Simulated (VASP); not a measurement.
# AlNi (Pm-3m) in VASP: a series of runs

The runs below take AlNi through relaxation of cell and atoms, with PBE.

All numbers are computed with VASP 6.6.1; they aren't measurements. Logs are shortened: lines on timing, memory, paths and dates and some standing lists are left out, and cuts for length are marked.

### Step 1. The crystal as given

Symmetry: Pm-3m, No. 221, cubic system. The conventional cell has a = 2.860 Å, b = 2.860 Å, c = 2.860 Å, α = 90.00°, β = 90.00°, γ = 90.00°. Around Al (site symmetry m-3m) lie 8 Ni at 2.48 Å. Around Ni (site symmetry m-3m) lie 8 Al at 2.48 Å.

The cell comes from a database or a generator and needn't be the stable form of this composition.

### Step 2. Relaxation of cell and atoms, PBE

INCAR

```
PREC     = Accurate       # precision mode
ENCUT    = 600            # plane-wave cutoff, eV
EDIFF    = 1E-6           # SCF threshold, eV
ISMEAR   = 1              # smearing method
SIGMA    = 0.1            # smearing width, eV
LREAL    = False          # projectors in reciprocal space
LASPH    = True           # aspherical terms in the spheres
NELM     = 120            # most SCF steps
ALGO     = Normal         # electronic algorithm
ISIF     = 3              # what is computed and relaxed
LWAVE    = False          # write WAVECAR
LCHARG   = False          # write CHGCAR
GGA      = PE             # functional
IBRION   = 2              # ionic algorithm
NSW      = 80             # ionic steps
EDIFFG   = -0.005         # ionic threshold
KPAR     = 2
```

KPOINTS

```
Automatic mesh
0
Gamma
  15 15 15
```

POSCAR

```
AlNi
1.0
    2.8597113000      0.0000000000      0.0000000000
    0.0000000000      2.8597113000      0.0000000000
    0.0000000000      0.0000000000      2.8597113000
Al Ni
1 1
Direct
    0.5000000000      0.5000000000      0.5000000000
    0.0000000000      0.0000000000      0.0000000000
```

Potentials or basis: VASP PAW PBE potentials, release 64 (Al, Ni).

Started as:

```sh
$ cat potpaw_PBE.64/Al/POTCAR potpaw_PBE.64/Ni/POTCAR > POTCAR
$ mpirun -np 2 vasp_std > vasp.out
```

OUTCAR:

```text
PREC = Accurate
   ENCUT = 600
   EDIFF = 1E-6
   ISMEAR = 1
   LREAL = False
   LASPH = True
   NELM = 120
   ISIF = 3
   GGA = PE
   IBRION = 2
   NSW = 80
   EDIFFG = -0.005

 ion  position               nearest neighbor table
   1  0.500  0.500  0.500-   2 2.48   2 2.48   2 2.48   2 2.48   2 2.48   2 2.48   2 2.48   2 2.48

   2  0.000  0.000  0.000-   1 2.48   1 2.48   1 2.48   1 2.48   1 2.48   1 2.48   1 2.48   1 2.48

  LATTYP: Found a simple cubic cell.
 ALAT       =     2.8597113000

  Lattice vectors:

 A1 = (   2.8597113000,   0.0000000000,   0.0000000000)
 A2 = (   0.0000000000,   2.8597113000,   0.0000000000)
 A3 = (   0.0000000000,   0.0000000000,   2.8597113000)

Analysis of symmetry for initial positions (statically):
=====================================================================
 Subroutine PRICEL returns:
 Original cell was already a primitive cell.

 Routine SETGRP: Setting up the symmetry group for a
 simple cubic supercell.

 Subroutine GETGRP returns: Found 48 space group operations
 (whereof 48 operations were pure point group operations)
 out of a pool of 48 trial point group operations.

The static configuration has the point symmetry O_h .

Analysis of symmetry for dynamics (positions and initial velocities):
=====================================================================
 Subroutine PRICEL returns:
 Original cell was already a primitive cell.

 Routine SETGRP: Setting up the symmetry group for a
 simple cubic supercell.

 Subroutine GETGRP returns: Found 48 space group operations
 (whereof 48 operations were pure point group operations)
 out of a pool of 48 trial point group operations.

The dynamic configuration has the point symmetry O_h .

 Subroutine INISYM returns: Found 48 space group operations
 (whereof 48 operations are pure point group operations),
 and found     1 'primitive' translations

----------------------------------------------------------------------------------------

                                     Primitive cell

  volume of cell :      23.3866

  direct lattice vectors                    reciprocal lattice vectors
     2.859711300  0.000000000  0.000000000     0.349685648  0.000000000  0.000000000
     0.000000000  2.859711300  0.000000000     0.000000000  0.349685648  0.000000000
     0.000000000  0.000000000  2.859711300     0.000000000  0.000000000  0.349685648

  length of vectors
     2.859711300  2.859711300  2.859711300     0.349685648  0.349685648  0.349685648

  position of ions in fractional coordinates (direct lattice)
     0.500000000  0.500000000  0.500000000
     0.000000000  0.000000000  0.000000000

  ion indices of the primitive-cell ions
   primitive index   ion index
                 1           1
                 2           2

----------------------------------------------------------------------------------------

 KPOINTS: Automatic mesh

Automatic generation of k-mesh.
 Grid dimensions read from file:
 generate k-points for:   15   15   15

 Generating k-lattice:

  Cartesian coordinates                     Fractional coordinates (reciprocal lattice)
     0.023312377  0.000000000  0.000000000     0.066666667  0.000000000  0.000000000
     0.000000000  0.023312377  0.000000000     0.000000000  0.066666667  0.000000000
     0.000000000  0.000000000  0.023312377     0.000000000  0.000000000  0.066666667

  Length of vectors
     0.023312377  0.023312377  0.023312377

  Shift w.r.t. Gamma in fractional coordinates (k-lattice)
     0.000000000  0.000000000  0.000000000

 Subroutine IBZKPT returns following result:
 ===========================================

 Found    120 irreducible k-points:

 Following reciprocal coordinates:
            Coordinates               Weight
  0.000000  0.000000  0.000000      1.000000
  0.066667  0.000000  0.000000      6.000000
  0.133333  0.000000  0.000000      6.000000
  0.200000  0.000000  0.000000      6.000000
  0.266667  0.000000  0.000000      6.000000
  0.333333  0.000000  0.000000      6.000000
[... 16 lines left out ...]
  0.266667  0.200000  0.000000     24.000000
  0.333333  0.200000  0.000000     24.000000
 [... further k-points ...]
   k-points           NKPTS =    120   k-points in BZ     NKDIM =    120   number of bands    NBANDS=     10
   number of dos      NEDOS =    301   number of ions     NIONS =      2
   total plane-waves  NPLWV =  13824
   dimension x,y,z NGX =    24 NGY =   24 NGZ =   24
   dimension x,y,z NGXF=    48 NGYF=   48 NGZF=   48
   ions per type =               1   1
   NGX,Y,Z   is equivalent  to a cutoff of  13.95, 13.95, 13.95 a.u.
   NGXF,Y,Z  is equivalent  to a cutoff of  27.90, 27.90, 27.90 a.u.
 SYSTEM =  unknown system
   PREC   = accura    normal or accurate (medium, high low for compatibility)
   ISTART =      0    job   : 0-new  1-cont  2-samecut
   ICHARG =      2    charge: 1-file 2-atom 10-const
   ISPIN  =      1    spin polarized calculation?
   LNONCOLLINEAR =      F non collinear calculations
   LSORBIT =      F    spin-orbit coupling
   LASPH  =      T    aspherical Exc in radial PAW
   ENCUT  =  600.0 eV  44.10 Ry    6.64 a.u.   5.71  5.71  5.71*2*pi/ulx,y,z
   NELM   =    120;   NELMIN=  2; NELMDL= -5     # of ELM steps
   EDIFF  = 0.1E-05   stopping-criterion for ELM
   LREAL  =      F    real-space projection
   EDIFFG = -.5E-02   stopping-criterion for IOM
   NSW    =     80    number of steps for IOM
   IBRION =      2    ionic relax: 0-MD 1-quasi-New 2-CG
   NFREE  =      1    steps in history (QN), initial steepest desc. (CG)
   ISIF   =      3    stress and relaxation
   ISYM   =      2    0-nonsym 1-usesym 2-fastsym
   POTIM  = 0.5000    time-step for ionic-motion
   TEBEG  =    0.0;   TEEND  =   0.0 temperature during run
   PSTRESS=    0.0 pullay stress
   NELECT =      13.0000    total number of electrons
   NUPDOWN=      -1.0000    fix difference up-down
   EMIN   =  10.00;   EMAX   =-10.00  energy-range for DOS
   EFERMI =   0.00;   METHOD = LEGACY
   ISMEAR =     1;   SIGMA  =   0.10  broadening in eV -4-tet -1-fermi 0-gaus
   EFERMI_NEDOS =   21; number of points for ismear=-14 and -15
   IALGO  =     38    algorithm
   IMIX   =      4    mixing-type and parameters
     AMIX     =   0.40;   BMIX     =  1.00
     AMIX_MAG =   1.60;   BMIX_MAG =  1.00
  volume/ion in A,a.u.               =      11.69        78.91
  Fermi-wavevector in a.u.,A,eV,Ry     =   1.346068  2.543700 24.652394  1.811900
  Thomas-Fermi vector in A             =   2.473930
   LORBIT       =      0    0 simple, 1 ext, 2 COOP (PROOUT), +10 PAW based schemes
   GGA     = PE    functional components
   LHFCALC =     F    Hartree Fock is set to
   AEXX    =    0.0000 exact exchange contribution
   IVDW    =     0    specifies the selected vdW correction
   LEPSILON=     F    determine dielectric tensor
   LRPA    =     F    only Hartree local field effects (RPA)
 conjugate gradient relaxation of ions
 non-spin polarized calculation
 Methfessel and Paxton  Order N= 1 SIGMA  =   0.10
  energy-cutoff  :      600.00
  volume of cell :       23.39
 maximum number of plane-waves:       804
 NGX is ok and might be reduce to    24
   NGX = 11   NGY = 11   NGZ = 11

--------------------------------------- Ionic step        1  -------------------------------------------

 number of electron      13.0000010 magnetization

 Free energy of the ion-electron system (eV)
  ---------------------------------------------------
  ext. energy  EPLUGINS =         0.00000000
  ---------------------------------------------------
  free energy    TOTEN  =       -10.52154721 eV

  energy without entropy =      -10.52144183  energy(sigma->0) =      -10.52151208

 E-fermi :  10.3403     XC(G=0): -12.1555

 val. band max:       10.3395875383   @ k =   0.4000   0.2667   0.2000
 cond. band min:      10.3582451704   @ k =   0.3333   0.1333   0.0667
 fundamental gap:      0.0186576321
 Fermi energy:        10.3402529638

 k-point     1 :       0.0000    0.0000    0.0000
  band No.  band energies     occupation
      1      -0.9786      2.00000
      2       6.9898      2.00000
      3       6.9898      2.00000
      4       8.7370      2.00000
      5       8.7370      2.00000
      6       8.7370      2.00000
      7      15.9181      0.00000
      8      15.9181      0.00000
      9      15.9181      0.00000
     10      18.5202      0.00000

 k-point     2 :       0.0667    0.0000    0.0000
  band No.  band energies     occupation
      1      -0.8954      2.00000
      2       6.9842      2.00000
      3       7.0098      2.00000
      4       8.7002      2.00000
      5       8.7002      2.00000
      6       8.7409      2.00000
      7      15.0235      0.00000
      8      16.0282      0.00000
      9      16.0282      0.00000
     10      18.5237      0.00000
[... 344 lines left out ...]
 POSITION                                       TOTAL-FORCE (eV/Angst)
 -----------------------------------------------------------------------------------
      1.45965      1.45965      1.45965        -0.000000      0.000000      0.000000
      0.00000      0.00000      0.00000         0.000000     -0.000000      0.000000
 -----------------------------------------------------------------------------------
    total drift:                                0.000000      0.000000      0.000000

  FREE ENERGIE OF THE ION-ELECTRON SYSTEM (eV)
  ---------------------------------------------------
  free  energy   TOTEN  =       -10.5276024850 eV

  energy  without entropy=      -10.5272381654  energy(sigma->0) =      -10.52748105

--------------------------------------- Ionic step        3  -------------------------------------------

 number of electron      13.0000013 magnetization

 Free energy of the ion-electron system (eV)
  ---------------------------------------------------
  ext. energy  EPLUGINS =         0.00000000
  ---------------------------------------------------
  free energy    TOTEN  =       -10.53630654 eV

  energy without entropy =      -10.53608812  energy(sigma->0) =      -10.53623373

 E-fermi :   9.8767     XC(G=0): -11.9882

 val. band max:        9.8729733062   @ k =   0.4000   0.2667   0.2000
 cond. band min:       9.8813931780   @ k =   0.3333   0.1333   0.0667
 fundamental gap:      0.0084198718
 Fermi energy:         9.8767290381

 k-point     1 :       0.0000    0.0000    0.0000
  band No.  band energies     occupation
      1      -1.1852      2.00000
      2       6.6963      2.00000
      3       6.6963      2.00000
      4       8.3475      2.00000
      5       8.3475      2.00000
      6       8.3475      2.00000
      7      15.3085      0.00000
      8      15.3085      0.00000
      9      15.3085      0.00000
     10      17.9463      0.00000

 k-point     2 :       0.0667    0.0000    0.0000
  band No.  band energies     occupation
      1      -1.1041      2.00000
      2       6.6902      2.00000
      3       6.7152      2.00000
      4       8.3124      2.00000
      5       8.3124      2.00000
      6       8.3512      2.00000
      7      14.4392      0.00000
      8      15.4159      0.00000
      9      15.4159      0.00000
     10      17.9520      0.00000
[... 308 lines left out ...]
 POSITION                                       TOTAL-FORCE (eV/Angst)
 -----------------------------------------------------------------------------------
      1.44652      1.44652      1.44652        -0.000000      0.000000      0.000000
      0.00000      0.00000      0.00000         0.000000     -0.000000      0.000000
 -----------------------------------------------------------------------------------
    total drift:                                0.000000      0.000000      0.000000

  FREE ENERGIE OF THE ION-ELECTRON SYSTEM (eV)
  ---------------------------------------------------
  free  energy   TOTEN  =       -10.5363065397 eV

  energy  without entropy=      -10.5360881228  energy(sigma->0) =      -10.53623373

 reached required accuracy - stopping structural energy minimisation
```

Wall time 19 s (2 MPI ranks of Intel Xeon Platinum 8488C (Sapphire Rapids), shared host); peak memory 0.16 GiB.

What came out:

* Free energy: -10.5363 eV
* Relaxed volume: 12.11 Å³/atom
* Relaxed cell: a = 2.893 Å, b = 2.893 Å, c = 2.893 Å, α = 90.00°, β = 90.00°, γ = 90.00°
* Space group after relaxing (to 0.05 Å): Pm-3m (No. 221)
* Energy gained by relaxing: 7.4 meV/atom
* Ionic steps: 3
* Pressure after relaxing: 0.0 GPa
* Band gap on the k mesh: none (metal or under the smearing width)

The path:
| step | energy change (eV) | largest force (eV/Å) | pressure (GPa) | volume (Å³) |
| --- | --- | --- | --- | --- |
| 1 | 0.0000 | 0.0000 | 5.92 | 23.39 |
| 2 | -0.0061 | 0.0000 | -4.10 | 24.88 |
| 3 | -0.0148 | 0.0000 | 0.03 | 24.21 |

Final structure:
```xyz
2
Lattice="2.8930 0.0000 0.0000 0.0000 2.8930 0.0000 0.0000 0.0000 2.8930" Properties=species:S:1:pos:R:3 pbc="T T T"
Al    1.4465    1.4465    1.4465
Ni    0.0000    0.0000    0.0000
```

Levels at points of the mesh, in eV from the Fermi level:
```
           k point  band 2  band 3  band 4  band 5  band 6  band 7  band 8  band 9  band 10
(0.00, 0.00, 0.00)   -3.18   -3.18   -1.53   -1.53   -1.53    5.43    5.43    5.43     8.07
```

### Step 3. Relaxation of cell and atoms, PBE

This run uses another cell than the first one, of 12.11 Å³/atom, 1.035 times its volume.

INCAR is that of step 2.

KPOINTS is that of step 2.

POSCAR

```
AlNi                                    
1.0
    2.8930328623      0.0000000000      0.0000000000
    0.0000000000      2.8930328623     -0.0000000000
    0.0000000000     -0.0000000000      2.8930328623
  Al              Ni            
     1     1
Direct
     0.5000000000000000    0.5000000000000000    0.5000000000000000
     0.0000000000000000    0.0000000000000000    0.0000000000000000
```

Potentials or basis: VASP PAW PBE potentials, release 64 (Al, Ni).

Started as:

```sh
$ cat potpaw_PBE.64/Al/POTCAR potpaw_PBE.64/Ni/POTCAR > POTCAR
$ mpirun -np 2 vasp_std > vasp.out
```

OUTCAR:

```text
PREC = Accurate
   ENCUT = 600
   EDIFF = 1E-6
   ISMEAR = 1
   LREAL = False
   LASPH = True
   NELM = 120
   ISIF = 3
   GGA = PE
   IBRION = 2
   NSW = 80
   EDIFFG = -0.005

 ion  position               nearest neighbor table
   1  0.500  0.500  0.500-   2 2.51   2 2.51   2 2.51   2 2.51   2 2.51   2 2.51   2 2.51   2 2.51

   2  0.000  0.000  0.000-   1 2.51   1 2.51   1 2.51   1 2.51   1 2.51   1 2.51   1 2.51   1 2.51

  LATTYP: Found a simple cubic cell.
 ALAT       =     2.8930328623

  Lattice vectors:

[... 495 lines left out ...]
      7       9.9557      0.02555
      8      13.5873      0.00000
      9      18.2611      0.00000
     10      18.5021      0.00000

 [... further k-points ...]
[... 5 lines left out ...]
  --------------------------------------------------------------------------------------
  -------------------------------------------------------------------------------------
  Total        0.0007242      0.0007242      0.0007242      0.0000000     -0.0000000      0.0000000
  in kB        0.0479160      0.0479160      0.0479160      0.0000000     -0.0000000      0.0000000
  external PRESSURE =       0.0479160 kB  Pullay stress =       0.0000000 kB

 VOLUME and BASIS-vectors are now :
 -----------------------------------------------------------------------------
  energy-cutoff  :      600.00
  volume of cell :       24.21
      direct lattice vectors                 reciprocal lattice vectors
     2.893032862  0.000000000  0.000000000     0.345658016  0.000000000  0.000000000
     0.000000000  2.893032862  0.000000000     0.000000000  0.345658016  0.000000000
     0.000000000  0.000000000  2.893032862     0.000000000  0.000000000  0.345658016

 POSITION                                       TOTAL-FORCE (eV/Angst)
 -----------------------------------------------------------------------------------
      1.44652      1.44652      1.44652         0.000000      0.000000      0.000000
      0.00000      0.00000      0.00000         0.000000      0.000000      0.000000
 -----------------------------------------------------------------------------------
    total drift:                                0.000000      0.000000      0.000000

  FREE ENERGIE OF THE ION-ELECTRON SYSTEM (eV)
  ---------------------------------------------------
  free  energy   TOTEN  =       -10.5365453014 eV

  energy  without entropy=      -10.5363270391  energy(sigma->0) =      -10.53647255

 reached required accuracy - stopping structural energy minimisation
```

Wall time 11 s (2 MPI ranks of Intel Xeon Platinum 8488C (Sapphire Rapids), shared host); peak memory 0.16 GiB.

Results:

| Property | Result |
| --- | --- |
| Free energy | -10.5365 eV |
| Pressure after relaxing | 0.0 GPa |
| Band gap on the k mesh | none (metal or under the smearing width) |

Final structure:
```cif
data_structure
_symmetry_space_group_name_H-M 'P 1'
_symmetry_Int_Tables_number 1
_cell_length_a 2.8930
_cell_length_b 2.8930
_cell_length_c 2.8930
_cell_angle_alpha 90.000
_cell_angle_beta 90.000
_cell_angle_gamma 90.000
_cell_volume 24.21
loop_
_atom_site_label
_atom_site_type_symbol
_atom_site_fract_x
_atom_site_fract_y
_atom_site_fract_z
_atom_site_occupancy
Al1 Al 0.50000 0.50000 0.50000 1
Ni1 Ni 0.00000 0.00000 0.00000 1
```

Caveat: the relaxation stopped at its first step, so nothing moved. Spin polarisation is off, so any magnetic state and its effect on volume and gap are missing.
